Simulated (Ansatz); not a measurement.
**How the functional moves the response of NbC (Fm-3m) (r²SCAN, PBEsol and LDA)**

```
CELL_PARAMETERS angstrom
0.00000 2.24116 2.24116
2.24116 0.00000 2.24116
2.24116 2.24116 0.00000
ATOMIC_POSITIONS crystal
Nb 0.00000 0.00000 0.00000
C 0.50000 0.50000 0.50000
```

This cell (11.26 Å³ an atom) was relaxed by PAW under r²SCAN, and each functional gets its own cell relaxed so. Quantity: elastic moduli (Hill averages, relaxed ions; θ_D from sound speeds over directions).

Runs: (1) r²SCAN, PAW on Ansatz 0.2.0's default frozen-core files (fitted under PBE), scalar-relativistic; k mesh 18×18×18, strains of ±0.005, Fermi-Dirac smearing of 0.100 eV, cutoff 500 eV. (2) PBEsol, PAW on Ansatz 0.2.0's default frozen-core files (fitted under PBE), scalar-relativistic; k mesh 16×16×16, strains of ±0.008, Fermi-Dirac smearing of 0.080 eV, cutoff 420 eV. (3) LDA, PAW on Ansatz 0.2.0's default frozen-core files (fitted under PBE), scalar-relativistic; k mesh 18×18×18, strains of ±0.005, Fermi-Dirac smearing of 0.100 eV, cutoff 420 eV.

Under r²SCAN: B = 311 GPa, G = 210 GPa, C11 = 666 GPa, C44 = 179 GPa, ν = 0.224, θ_D = 763 K.

Question: Which way does PBEsol move the volume, and by how much?

Answer: a = 4.450 Å, 11.02 Å³ an atom: 2.1 % smaller.

Question: What does PBEsol give for these quantities?

Answer: 

```
quantity   r²SCAN   PBEsol     change
       B  311 GPa  320 GPa       +3 %
       G  210 GPa  220 GPa       +5 %
     C11  666 GPa  718 GPa       +8 %
     C44  179 GPa  179 GPa  under 1 %
       ν    0.224    0.221       -2 %
     θ_D    763 K    776 K       +2 %
```

Question: Which way does LDA move the volume, and by how much?

Answer: a = 4.427 Å, 10.85 Å³ an atom: 3.6 % smaller.

Question: What does LDA give for these quantities?

Answer: 

| quantity | r²SCAN | LDA | change |
| --- | --- | --- | --- |
| B | 311 GPa | 333 GPa | +7 % |
| G | 210 GPa | 220 GPa | +5 % |
| C11 | 666 GPa | 738 GPa | +11 % |
| C44 | 179 GPa | 177 GPa | under 1 % |
| ν | 0.224 | 0.229 | +2 % |
| θ_D | 763 K | 775 K | +2 % |

Caveats: frozen-core PAW files fitted under PBE, their cores solved anew for the functional of the run; responses of metals move with mesh and smearing.
